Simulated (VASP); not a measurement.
# Sc (P6_3/mmc) in VASP: notebook

One crystal, Sc, is run at these levels: PBE; tasks: relaxation of cell and atoms.

All numbers are computed with VASP 6.6.1; they aren't measurements. Logs are shortened: lines on timing, memory, paths and dates and some standing lists are left out, and cuts for length are marked.

## 1. The crystal as given

Symmetry: P6_3/mmc, No. 194, hexagonal system. The conventional cell has a = 3.309 Å, b = 3.309 Å, c = 5.273 Å, α = 90.00°, β = 90.00°, γ = 120.00°. Around Sc (site symmetry -6m2) lie 12 Sc at 3.26 to 3.31 Å.

## 2. Relaxation of cell and atoms, PBE

INCAR

```
  PREC = Accurate
  ENCUT = 520
  EDIFF = 1E-6
  ISMEAR = 0
  SIGMA = 0.1
  LREAL = False
  LASPH = True
  NELM = 120
  ALGO = Normal
  ISIF = 3
  LWAVE = False
  LCHARG = False
  GGA = PE
  IBRION = 2
  NSW = 90
  EDIFFG = -0.01
```

KPOINTS

```
Automatic mesh
0
Gamma
  15 15 8
```

POSCAR

```
Sc
1.0
    3.3090000000      0.0000000000      0.0000000000
   -1.6545000000      2.8656780600      0.0000000000
    0.0000000000      0.0000000000      5.2733000000
Sc
2
Direct
    0.3333333300      0.6666666700      0.2500000000
    0.6666666700      0.3333333300      0.7500000000
```

Potentials or basis: VASP PAW PBE potentials, release 64 (Sc_sv).

On the command line:

```bash
cat potpaw_PBE.64/Sc_sv/POTCAR > POTCAR
mpirun -np 1 vasp_std > vasp.out
```

OUTCAR:

```text
PREC = Accurate
   ENCUT = 520
   EDIFF = 1E-6
   ISMEAR = 0
   LREAL = False
   LASPH = True
   NELM = 120
   ISIF = 3
   GGA = PE
   IBRION = 2
   NSW = 90
   EDIFFG = -0.01

 ion  position               nearest neighbor table
   1  0.333  0.667  0.250-   2 3.26   2 3.26   2 3.26   2 3.26   2 3.26   2 3.26
   2  0.667  0.333  0.750-   1 3.26   1 3.26   1 3.26   1 3.26   1 3.26   1 3.26

  LATTYP: Found a hexagonal cell.
 ALAT       =     3.3090000000
 C/A-ratio  =     1.5936234512

  Lattice vectors:

 A1 = (   3.3090000000,   0.0000000000,   0.0000000000)
 A2 = (  -1.6545000000,   2.8656780600,   0.0000000000)
 A3 = (   0.0000000000,   0.0000000000,   5.2733000000)

Analysis of symmetry for initial positions (statically):
=====================================================================
 Subroutine PRICEL returns:
 Original cell was already a primitive cell.

 Routine SETGRP: Setting up the symmetry group for a
 hexagonal supercell.

 Subroutine GETGRP returns: Found 24 space group operations
 (whereof 12 operations were pure point group operations)
 out of a pool of 24 trial point group operations.

The static configuration has the point symmetry D_3d.
 The point group associated with its full space group is D_6h.

Analysis of symmetry for dynamics (positions and initial velocities):
=====================================================================
 Subroutine PRICEL returns:
 Original cell was already a primitive cell.

 Routine SETGRP: Setting up the symmetry group for a
 hexagonal supercell.

 Subroutine GETGRP returns: Found 24 space group operations
 (whereof 12 operations were pure point group operations)
 out of a pool of 24 trial point group operations.

The dynamic configuration has the point symmetry D_3d.
 The point group associated with its full space group is D_6h.

 Subroutine INISYM returns: Found 24 space group operations
 (whereof 12 operations are pure point group operations),
 and found     1 'primitive' translations

----------------------------------------------------------------------------------------

                                     Primitive cell

  volume of cell :      50.0042

  direct lattice vectors                    reciprocal lattice vectors
     3.309000000  0.000000000  0.000000000     0.302206105  0.174478776  0.000000000
    -1.654500000  2.865678060  0.000000000     0.000000000  0.348957552  0.000000000
[... 103 lines left out ...]
   IMIX   =      4    mixing-type and parameters
     AMIX     =   0.40;   BMIX     =  1.00
     AMIX_MAG =   1.60;   BMIX_MAG =  1.00
  volume/ion in A,a.u.               =      25.00       168.72
  Fermi-wavevector in a.u.,A,eV,Ry     =   1.245127  2.352948 21.093660  1.550340
  Thomas-Fermi vector in A             =   2.379363
   LORBIT       =      0    0 simple, 1 ext, 2 COOP (PROOUT), +10 PAW based schemes
   GGA     = PE    functional components
   LHFCALC =     F    Hartree Fock is set to
   AEXX    =    0.0000 exact exchange contribution
   IVDW    =     0    specifies the selected vdW correction
   LEPSILON=     F    determine dielectric tensor
   LRPA    =     F    only Hartree local field effects (RPA)
 conjugate gradient relaxation of ions
 non-spin polarized calculation
 Gauss-broadening in eV      SIGMA  =   0.10
  energy-cutoff  :      520.00
  volume of cell :       50.00
 maximum number of plane-waves:      1387
 NGX is ok and might be reduce to    28
   NGX = 13   NGY = 13   NGZ = 19

--------------------------------------- Ionic step        1  -------------------------------------------

 number of electron      22.0000000 magnetization

 Free energy of the ion-electron system (eV)
  ---------------------------------------------------
  ext. energy  EPLUGINS =         0.00000000
  ---------------------------------------------------
  free energy    TOTEN  =       -12.50254528 eV

  energy without entropy =      -12.48018403  energy(sigma->0) =      -12.49136465

------------------------ aborting loop because EDIFF is reached ----------------------------------------

  FORCE on cell =-STRESS in cart. coord.  units (eV):
  Direction    XX          YY          ZZ          XY          YZ          ZX
  --------------------------------------------------------------------------------------
  -------------------------------------------------------------------------------------
  Total       -0.0428902     -0.0428902     -0.5755506      0.0000000     -0.0000000      0.0000000
  in kB       -1.3742367     -1.3742367    -18.4411273      0.0000000     -0.0000000      0.0000000
  external PRESSURE =      -7.0632002 kB  Pullay stress =       0.0000000 kB
[... 131 lines left out ...]
--------------------------------------- Ionic step        5  -------------------------------------------

 number of electron      21.9999995 magnetization

 Free energy of the ion-electron system (eV)
  ---------------------------------------------------
  ext. energy  EPLUGINS =         0.00000000
  ---------------------------------------------------
  free energy    TOTEN  =       -12.50847945 eV

  energy without entropy =      -12.48764719  energy(sigma->0) =      -12.49806332

 E-fermi :   3.6784     XC(G=0):  -9.8763

 val. band max:        3.6780256465   @ k =   0.4000   0.2000   0.3750
 cond. band min:       3.6798426769   @ k =   0.4000  -0.0000   0.2500
 fundamental gap:      0.0018170304
 Fermi energy:         3.6784247676

 k-point     1 :       0.0000    0.0000    0.0000
  band No.  band energies     occupation
      1     -45.7397      2.00000
      2     -45.6685      2.00000
      3     -24.5690      2.00000
      4     -24.2288      2.00000
      5     -24.2288      2.00000
      6     -24.1618      2.00000
      7     -24.1618      2.00000
      8     -24.1332      2.00000
      9      -1.4495      2.00000
     10       2.0476      2.00000
     11       4.2984      0.00000
     12       5.2681      0.00000
     13       5.2681      0.00000
     14       5.5343      0.00000
[... 401 lines left out ...]
      2     -45.6625      2.00000
      3     -24.4629      2.00000
      4     -24.3887      2.00000
      5     -24.3567      2.00000
      6     -24.3540      2.00000
      7     -24.2692      2.00000
      8     -24.2576      2.00000
      9       2.4915      2.00000
     10       2.9099      2.00000
     11       3.1296      2.00000
     12       3.2104      2.00000
     13       4.7694      0.00000
     14       4.8429      0.00000
     15       5.6763      0.00000

 [... further k-points ...]
[... 5 lines left out ...]
  --------------------------------------------------------------------------------------
  -------------------------------------------------------------------------------------
  Total        0.0033357      0.0033357      0.0011602      0.0000000      0.0000000     -0.0000000
  in kB        0.1083981      0.1083981      0.0377015      0.0000000      0.0000000     -0.0000000
  external PRESSURE =       0.0848326 kB  Pullay stress =       0.0000000 kB
[... 17 lines left out ...]
  FREE ENERGIE OF THE ION-ELECTRON SYSTEM (eV)
  ---------------------------------------------------
  free  energy   TOTEN  =       -12.5084794470 eV

  energy  without entropy=      -12.4876471931  energy(sigma->0) =      -12.49806332

 reached required accuracy - stopping structural energy minimisation
```

Run time: 4.6 min. Hardware: 1 thread of Intel Xeon Platinum 8488C (Sapphire Rapids), shared host; peak memory 0.24 GiB.

What came out:

* Free energy: -12.5085 eV
* Relaxed volume: 24.65 Å³/atom
* Relaxed cell: a = 3.320 Å, b = 3.320 Å, c = 5.165 Å, α = 90.00°, β = 90.00°, γ = 120.00°
* Space group after relaxing (to 0.05 Å): P6_3/mmc (No. 194)
* Energy gained by relaxing: 3.0 meV/atom
* Ionic steps: 5
* Pressure after relaxing: 0.0 GPa
* Band gap on the k mesh: none (metal or under the smearing width)

Step by step:
```csv
step,energy change (eV),largest force (eV/Å),pressure (GPa),volume (Å³)
1,0.0000,0.0000,-0.71,50.00
2,-0.0049,0.0000,0.13,49.21
3,-0.0051,0.0000,0.33,49.02
4,-0.0059,0.0000,0.05,49.27
5,-0.0059,0.0000,0.01,49.30
```

Final structure:
```
Sc
1.0
     3.32000    0.00000    0.00000
    -1.66000    2.87520    0.00000
     0.00000    0.00000    5.16493
Sc
2
Direct
  0.33333 0.66667 0.25000
  0.66667 0.33333 0.75000
```

## 3. Relaxation of cell and atoms, PBE

This run uses another cell than the first one, of 24.65 Å³/atom, 0.986 times its volume.

INCAR, as its differences from that of step 2:

```diff
@@ -2,3 +2,3 @@
   ENCUT = 520
-  EDIFF = 1E-6
+  EDIFF = 1E-7
   ISMEAR = 0
@@ -14,3 +14,4 @@
   IBRION = 2
-  NSW = 90
-  EDIFFG = -0.01
+  NSW = 60
+  EDIFFG = -0.005
+  POTIM = 0.3
```

KPOINTS is that of step 2.

POSCAR

```
Sc                                      
1.0
    3.3199999421     -0.0000000000      0.0000000000
   -1.6599999711      2.8752042893     -0.0000000000
   -0.0000000000     -0.0000000000      5.1649339644
  Sc            
     2
Direct
     0.3333333300000021    0.6666666699999979    0.2500000000000000
     0.6666666699999979    0.3333333300000021    0.7500000000000000
```

Potentials or basis: VASP PAW PBE potentials, release 64 (Sc_sv).

On the command line:

```bash
cat potpaw_PBE.64/Sc_sv/POTCAR > POTCAR
mpirun -np 1 vasp_std > vasp.out
```

It took 62 s on 1 thread of Intel Xeon Platinum 8488C (Sapphire Rapids), shared host; peak memory 0.24 GiB.

Results (log left out):

| Quantity | Value |
| --- | --- |
| Free energy | -12.5082 eV |
| Pressure after relaxing | 0.0 GPa |
| Band gap on the k mesh | none (metal or under the smearing width) |

Final structure:
```cif
data_structure
_symmetry_space_group_name_H-M 'P 1'
_symmetry_Int_Tables_number 1
_cell_length_a 3.3200
_cell_length_b 3.3200
_cell_length_c 5.1649
_cell_angle_alpha 90.000
_cell_angle_beta 90.000
_cell_angle_gamma 120.000
_cell_volume 49.30
loop_
_atom_site_label
_atom_site_type_symbol
_atom_site_fract_x
_atom_site_fract_y
_atom_site_fract_z
_atom_site_occupancy
Sc1 Sc 0.33333 0.66667 0.25000 1
Sc2 Sc 0.66667 0.33333 0.75000 1
```

Levels at points of the mesh, in eV from the Fermi level:
```tsv
k point	band 9	band 10	band 11	band 12	band 13	band 14
(0.00, 0.00, 0.00)	-5.13	-1.63	0.62	1.59	1.59	1.86
(0.00, 0.00, 0.50)	-3.58	-3.58	0.98	0.98	1.50	1.50
```

Caveat: the relaxation stopped at its first step, so nothing moved.
